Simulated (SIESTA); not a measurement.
The system is BaH2.

```xyz
6
Lattice="4.4620 0.0000 0.0000 -2.2310 3.8642 0.0000 0.0000 0.0000 6.0553" Properties=species:S:1:pos:R:3 pbc="T T T"
Ba    0.0000    2.5762    1.5138
Ba    2.2310    1.2881    4.5415
H     0.0000    0.0000    0.0000
H     0.0000    0.0000    3.0276
H     2.2310    1.2881    1.5138
H     0.0000    2.5762    4.5415
```

The cell comes from a database or a generator and needn't be the stable form of this composition.

| Item | Value |
| --- | --- |
| Program | SIESTA 5.4.2 |
| Task | single point |
| Functional | PBEsol |
| Potentials or basis | PseudoDojo 0.4 standard (PBEsol files) |
| Basis | DZP (energy shift 0.003 Ry; two zetas on semicore shells; d shell added on Ba) |
| Grid cutoff | 500 Ry |
| Energy shift | 0.003 Ry |
| k mesh | 7 × 7 × 5 |
| Occupations | fermi-dirac, width 0.05 eV |
| Spin | no spin polarisation |

On this cell: pressure -1.3 GPa; largest force under 0.003 eV/Å; band gap on the k mesh 1.59 eV, indirect (least direct gap 2.43 eV).

The same run follows on a disturbed copy (atoms moved at random, drawn with an rms of 0.05 Å):

```
CELL_PARAMETERS angstrom
4.46203 0.00000 0.00000
-2.23101 3.86423 0.00000
0.00000 0.00000 6.05529
ATOMIC_POSITIONS crystal
Ba 0.33096 0.66817 0.25348
Ba 0.66834 0.33550 0.75552
H 0.99525 0.99406 0.99873
H 0.99374 0.99517 0.49997
H 0.66771 0.33421 0.25824
H 0.32475 0.64893 0.74858
```

Problem. What does the disturbed cell give?

Solution. The energy moves by +1.8 meV/atom; pressure -1.3 GPa; largest force 0.208 eV/Å; band gap on the k mesh 1.58 eV, indirect (least direct gap 2.43 eV).

Forces on the atoms (eV/Å):
```
Ba   0.054 -0.026  0.041
Ba  -0.022 -0.169 -0.101
H    0.007  0.003  0.042
H    0.014 -0.001  0.027
H   -0.046 -0.014 -0.025
H   -0.008  0.207  0.016
```

Stress tensor (GPa, compression positive):
```
-1.04  0.13  0.00
 0.13 -1.51  0.00
 0.00  0.00 -1.37
```

Caveats: this set's barium file shifts pressures by up to 1 GPa against other sets; spin-orbit coupling is left out, which moves the levels of the heavy elements; an odd mesh through Γ misses points on the zone boundary, where band edges often lie; the basis of atomic orbitals isn't converged, which shifts pressures, moduli and gaps.
